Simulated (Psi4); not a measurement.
# TDA-B3LYP/def2-TZVPD (density fitting, save jk yes, sweep point 5) run of CHF3 (trifluoromethane)

Aim: the vertical excitations of CHF3 (trifluoromethane). 

Program for the calculation: Psi4 1.11.

1 further run of the same task is left out (set aside as unsound or not needed).

## 1. The system as given

CHF3: 5 atoms, total charge 0, spin state singlet. As SMILES, `FC(F)F`. The coordinates come from a PBE0-D4/def2-TZVP relaxation.

Bond lengths: F1–C2 1.331 Å, C2–F3 1.331 Å, C2–F4 1.331 Å, C2–H5 1.093 Å. Angles: F1–C2–F3 108.5°, F1–C2–F4 108.5°, F3–C2–F4 108.5°, F1–C2–H5 110.4°, F3–C2–H5 110.4°, F4–C2–H5 110.4°.

## 2. The excited states at TDA-B3LYP/def2-TZVPD (density fitting, save jk yes, sweep point 5)

Input file job.dat:

```
memory 1600 mb

molecule geom {
  F     -1.26356537    -0.62304270     2.03937354
  C      0.03684966     0.10650496     0.01288793
  F      1.97920466    -1.46221338    -0.29757517
  F     -1.45994571    -0.06631049    -2.00201365
  H      0.70745677     2.04508051     0.24730846
  units au
  symmetry c1
}

set globals {
  basis                def2-TZVPD
  puream               true
  scf_type             df
  dft_radial_points    99
  dft_spherical_points 590
  save_jk              true
}

from psi4.driver.procrouting.response.scf_response import tdscf_excitations
e, wfn = energy("b3lyp", return_wfn=True)
states = tdscf_excitations(wfn, states=8, tda=True)
```

The run is started by

```bash
$ psi4 -i job.dat -o job.out -n 1
```

What values should one expect? Wanted: ground-state or mean-field energy; dipole moment; HOMO energy; LUMO energy; HOMO–LUMO gap; lowest excitation energy.

**Answer.** As computed:

Level: TDA-B3LYP/def2-TZVPD (density fitting, save jk yes, sweep point 5).

```
                                quantity          value
       ground-state or mean-field energy  -338.39568 Eh
 dipole moment (B3LYP Kohn–Sham density)         1.59 D
  HOMO energy (B3LYP Kohn–Sham orbitals)      -11.18 eV
  LUMO energy (B3LYP Kohn–Sham orbitals)        0.15 eV
HOMO–LUMO gap (B3LYP Kohn–Sham orbitals)       11.34 eV
                lowest excitation energy       10.37 eV
```

**Reading.** The brightest of the 8 transitions from the ground state lies at 11.29 eV (110 nm, f = 0.179); the lowest, at 10.37 eV, has f = 0.016. Roots above 11.2 eV lie over the negative of the HOMO energy, where those of Rydberg kind are poorly described; valence roots are less touched.
